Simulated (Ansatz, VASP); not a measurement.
**HfB2 in VASP and in Ansatz**

```
CELL_PARAMETERS angstrom
3.14000 0.00000 0.00000
-1.57000 2.71932 0.00000
0.00000 0.00000 3.48000
ATOMIC_POSITIONS crystal
Hf 0.00000 0.00000 0.00000
B 0.33333 0.66667 0.50000
B 0.66667 0.33333 0.50000
```

Alike in both runs: task relaxation of cell and atoms; functional r2SCAN; k mesh 15 × 15 × 12; occupations gaussian, width 0.1 eV; no spin polarisation.

|  | VASP | Ansatz |
| --- | --- | --- |
| version | VASP 6.6.1 | Ansatz 0.2.0 |
| potentials or method | VASP PAW PBE potentials, release 64 (Hf_pv, B) | scalar-relativistic, plane waves, PAW |
| plane-wave cutoff (eV) | 600 | 500 |
| valence electrons in the cell | 16 | 32 |

```csv
,VASP,Ansatz,Ansatz less VASP
"gap on the k mesh at the Fermi level, each at its own relaxed structure (eV)",none,none,-
relaxed volume (Å³/atom),9.86,9.88,+0.024
relaxed cell length with the largest relative difference (Å),3.133,3.136,+0.0026
```

A gap of «none» marks a metal or a gap that the smearing closes. The two sets of potentials don't hold the same shells in valence.

Caveats: the PAW data sets were made with another functional, which shifts forces and pressure a little (VASP). Spin-orbit coupling is left out, which matters for the levels of Hf.
